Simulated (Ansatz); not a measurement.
Reactions of anisole.

Gas-phase electronic energies from Ansatz, PBE0-D4/def2-TZVP geometries. CBS: MP2 limit from def2 TZ/QZ plus the TZ coupled-cluster correction, frozen cores. This one scheme is used for every species, atoms too. For atomizations the MP2-based limit and the directly extrapolated one differ by several kJ/mol either way, and by 10 to 25 for some Ge, Se and Sn compounds, so smaller differences from it don't rank the levels. Functionals use def2-TZVPP. B3LYP here is the variant with VWN-RPA as its local correlation; programs differ in this. No spin–orbit coupling; open shells (•) take unrestricted orbitals. Spin–orbit coupling would lower the free atoms: a little for C, O. One conformer a species, not always the lowest.

```
                                                                reaction  B3LYP-D4 (kJ/mol)  CCSD(T)/CBS(def2) (kJ/mol)
                                           `COc1ccccc1` → `Cc1cccc(O)c1`                -49                         -54
                             `COc1ccccc1` + CH₃SH → `CSc1ccccc1` + CH₃OH                -13                         -19
                          `COc1ccccc1` → `[CH2]` (triplet) + `Oc1ccccc1`                389                         391
`COc1ccccc1` + `[OH][Al]([OH])[OH]` → `C[O][Al]([OH])[OH]` + `Oc1ccccc1`                 15                          19
                 `COc1ccccc1` + `OC[SiH2]O` → `COC[SiH2]O` + `Oc1ccccc1`                 -4                          -3
                                         `COc1ccccc1` → 7 C• + 8 H• + O•               7364                        7327
                               `COc1ccccc1` + HCl → `Clc1ccccc1` + CH₃OH                 11                           6
```

Largest T1 diagnostic: 0.012, for `[OH][Al]([OH])[OH]`.
